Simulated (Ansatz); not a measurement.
Write the native input for Ansatz 0.2.0 that does the following.

```yaml
Task: single point
Functional: PBE
Potentials_or_basis: all-electron LAPW, scalar-relativistic
Cutoff: 262 eV (chosen from the basis error)
Basis_error_allowed: 0.001 eV/atom
k_mesh: 12 × 11 × 13
Occupations: fermi-dirac, width 0.05 eV
Spin: no spin polarisation
```

The system is Nb.

```xyz
1
Lattice="-1.4467 1.6010 1.6243 1.5560 -1.9945 2.1325 1.2646 1.7951 -2.0059" Properties=species:S:1:pos:R:3 pbc="T T T"
Nb    0.0014    0.0170   -0.0261
```

The cell isn't the ideal one: cell strained at random at fixed volume.

These files were run (other wordings do the same):

input.yaml

```yaml
crystal:
  lattice:
    - [-1.446718, 1.600989, 1.624304]
    - [1.555977, -1.994454, 2.132455]
    - [1.264578, 1.79505, -2.005886]
  atoms:
    - { symbol: Nb, position: [-0.00222, -0.005499, 0.005361] }
kpoints:
  mp_grid: { grid: [12, 11, 13] }
scf:
  occupations: { method: fermi_dirac, width: 0.05 }
hamiltonian:
  xc: pbe
  pseudopotentials: { kind: all_electron, lapw: { basis_error: 0.001 } }
output:
  forces: true
  stress: true
  eigenvalues: true
  populations: true
```

Potentials or basis: all-electron LAPW, scalar-relativistic.

The run is started by

```bash
$ ansatz run input.yaml --threads 1 --pin off --max-ram 3072MiB --backend cpu --events-out ev --progress --plain --runs-dir out
```

It gave:

```
Pressure               : 12.0 GPa
Band gap on the k mesh : none (metal or under the smearing width)
```

Wall time 2.4 min on 1 thread of Intel(R) Xeon(R) Processor @ 2.50GHz (Skylake/Cascade Lake) (shared host), peak memory 0.87 GiB.
